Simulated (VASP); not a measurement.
A run of VASP 6.6.1 is set up as follows.

Contents of INCAR:

```
PREC = Accurate
ENCUT = 450
EDIFF = 1E-6
ISMEAR = 0
SIGMA = 0.05
LREAL = False
LASPH = True
NELM = 150
ALGO = Normal
ISIF = 2
LWAVE = False
LCHARG = False
MAGMOM = 0 0 4 0 0 -4 0 0 0 0 0 0 0 0 0 0 0 0
LORBIT = 11
LSORBIT = True
GGA_COMPAT = False
LORBMOM = True
LMAXMIX = 4
LDAU = True
LDAUTYPE = 2
LDAUL = 2 -1
LDAUU = 2 0
LDAUJ = 0 0
LDAUPRINT = 1
GGA = PS
NBANDS = 60
ISYM = 0
```

KPOINTS

```
Automatic mesh
0
Gamma
  7 7 4
```

The input POSCAR:

```
PtSe2
1.0
    3.7240002900      0.0000000000      0.0000000000
   -1.8620001500      3.2250788600      5.0619995800
    0.0000000000      0.0000000000     10.1239991600
Pt Se
2 4
Direct
    0.0000000000      0.0000000000      0.0000000000
    0.0000000000      0.0000000000      0.5000000000
    0.3333333333      0.6666666667      0.7916666667
    0.6666666667      0.3333333333      0.2083333334
    0.3333333333      0.6666666667      0.2916666666
    0.6666666667      0.3333333333      0.7083333334
```

Potentials or basis: VASP PAW PBE potentials, release 64 (Pt, Se).

Command:

```console
$ cat potpaw_PBE.64/Pt/POTCAR potpaw_PBE.64/Se/POTCAR > POTCAR
$ mpirun -np 1 vasp_ncl > vasp.out
```

What does it give for the pressure?

1.2 GPa.

Predict the largest force.

0.263 eV/Å.

What does it give for the net moment?

0.00 μB per cell.

Stress tensor (GPa, compression positive):
```
 1.49  0.00  0.00
 0.00  1.43 -0.01
 0.00 -0.01  0.67
```

Caveat: the PAW data sets were made with another functional, which shifts forces and pressure a little. The state reached can hang on the start; a lower one may exist.
